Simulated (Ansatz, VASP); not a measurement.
**LiF: VASP beside Ansatz**

```
CELL_PARAMETERS angstrom
-0.02014 2.00393 2.00393
2.00393 -0.02014 2.00393
2.00393 2.00393 -0.02014
ATOMIC_POSITIONS crystal
Li 0.00000 0.00000 0.00000
F 0.50000 0.50000 0.50000
```

Change from the starting cell: equal xy, yz and zx shear strains of -1 %.

Alike in both runs: task single point; functional PBE; k mesh 10 × 10 × 10; occupations fermi-dirac, width 0.03 eV; no spin polarisation.

|  | VASP | Ansatz |
| --- | --- | --- |
| version | VASP 6.6.1 | Ansatz 0.2.0 |
| potentials or method | VASP PAW PBE potentials, release 64 (Li_sv, F), cutoff 520 eV | all-electron LAPW, scalar-relativistic |

Ansatz gave:

| Quantity | Value |
| --- | --- |
| gap on the k mesh at the Fermi level (eV) | 9.01 |

Task: Which values does VASP return?

Result: gap on the k mesh at the Fermi level (eV): 9.04.

Ansatz ran all-electron here, so the differences hold the error of VASP's frozen core and of both bases.

 A k mesh can miss the band edges.
